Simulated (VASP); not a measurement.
Set up this calculation in VASP 6.6.1, as the native input.

| Item | Value |
| --- | --- |
| Task | single point |
| Functional | PBE |
| Potentials or basis | VASP PAW PBE potentials, release 64 (Si) |
| Cutoff | 520 eV |
| k mesh | 4 × 4 × 4 |
| Occupations | gaussian, width 0.1 eV |
| Spin | no spin polarisation |
| Dipole correction | no |
| Further INCAR settings | ALGO = Normal; EDIFF = 1e-06; NBANDS = 21 |

The structure of Si lies in POSCAR:

```
Si
1.0
    3.0822866800     -3.7822164700      0.0000000000
    3.0822866800      3.7822164700      0.0000000000
    0.0000000000      0.0000000000      4.4012236600
Si
6
Direct
    0.6039974100      0.3960025900      0.3101849400
    0.8960025900      0.1039974100      0.3101849400
    0.3960025900      0.6039974100      0.6898150600
    0.1039974100      0.8960025900      0.6898150600
    0.7500000000      0.7500000000      0.0000000000
    0.2500000000      0.2500000000      0.0000000000
```

The cell was built by a generator and needn't be a form met in nature.

One way to write it, as run:

INCAR

```
  PREC = Accurate
  ENCUT = 520
  EDIFF = 1E-6
  ISMEAR = 0
  SIGMA = 0.1
  LREAL = F
  LASPH = T
  NELM = 80
  ALGO = Normal
  ISIF = 2
  LWAVE = F
  LCHARG = F
  GGA = PE
  NBANDS = 21
```

KPOINTS

```
regular mesh
0
Gamma
  4 4 4
```

Potentials or basis: VASP PAW PBE potentials, release 64 (Si).

The run is started by

```console
$ cat potpaw_PBE.64/Si/POTCAR > POTCAR
$ mpirun -np 1 vasp_std > vasp.out
```

It gave:

| Property | Result |
| --- | --- |
| Pressure | 26.4 GPa |
| Largest force | 1.443 eV/Å |
| Band gap on the k mesh | none (metal or under the smearing width) |

Caveat: so large a pressure means that the cell lies far from this level's equilibrium, or that cutoff or potentials fall short; forces of over 1 eV/Å show positions far from the minimum, so gaps and moduli don't describe the material at rest.

It took 14 s on 1 thread of Intel(R) Xeon(R) 6975P-C (Granite Rapids), with other jobs on the host, peak memory 0.2 GiB.
